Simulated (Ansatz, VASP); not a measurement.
# Two plane-wave programs on Ca

File INCAR:

```
PREC     = Accurate       # precision mode
ENCUT    = 600            # plane-wave cutoff, eV
EDIFF    = 1E-6           # SCF threshold, eV
ISMEAR   = 0              # smearing method
SIGMA    = 0.1            # smearing width, eV
LREAL    = F              # projectors in reciprocal space
LASPH    = T              # aspherical terms in the spheres
NELM     = 80             # most SCF steps
ALGO     = Normal         # electronic algorithm
ISIF     = 3              # what is computed and relaxed
LWAVE    = F              # write WAVECAR
LCHARG   = F              # write CHGCAR
GGA      = PE             # functional
IBRION   = 2              # ionic algorithm
NSW      = 100            # ionic steps
EDIFFG   = -0.005         # ionic threshold
```

The input KPOINTS:

```
Automatic mesh
0
Gamma
  14 14 14
```

The input POSCAR:

```
Ca
1.0
   -2.2400000000      2.2400000000      2.2400000000
    2.2400000000     -2.2400000000      2.2400000000
    2.2400000000      2.2400000000     -2.2400000000
Ca
1
Direct
    0.0000000000      0.0000000000      0.0000000000
```

Input for Ansatz:

```yaml
crystal:
  lattice:
    - [-2.24, 2.24, 2.24]
    - [2.24, -2.24, 2.24]
    - [2.24, 2.24, -2.24]
  atoms:
    - { symbol: Ca, position: [0.0, 0.0, 0.0] }
basis:
  ecutwfc: 420
kpoints:
  mp_grid: { grid: [14, 14, 14] }
hamiltonian:
  xc: pbe
scf:
  occupations: { method: gaussian, width: 0.1 }
output:
  forces: true
  stress: true
  eigenvalues: true
  write_density: true
  write_potential: true
  elf: true
  volumetric_format: npy
relax:
  adjacent_minimum: "off"
  f_tol: 0.005
  max_steps: 80
  cell: { stress_tol: 0.05 }
```

This isn't the form of Ca at room conditions, which is fcc.

Alike in both runs: task relaxation of cell and atoms; functional PBE; k mesh 14 × 14 × 14; occupations gaussian, width 0.1 eV; no spin polarisation.

|  | VASP | Ansatz |
| --- | --- | --- |
| version | VASP 6.6.1 | Ansatz 0.2.0 |
| potentials or method | VASP PAW PBE potentials, release 64 (Ca_sv) | scalar-relativistic, plane waves, PAW |
| plane-wave cutoff (eV) | 600 | 420 |
| valence electrons in the cell | 10 | 10 |

```csv
,VASP,Ansatz,Ansatz less VASP
"gap on the k mesh at the Fermi level, each at its own relaxed structure (eV)",none,none,-
relaxed volume (Å³/atom),42.22,42.04,-0.177
relaxed cell length with the largest relative difference (Å),3.799,3.794,-0.0053
energy change over the relaxation (meV/atom),-8,-9,-0.5
```

A gap of «none» marks a metal or a gap that the smearing closes.
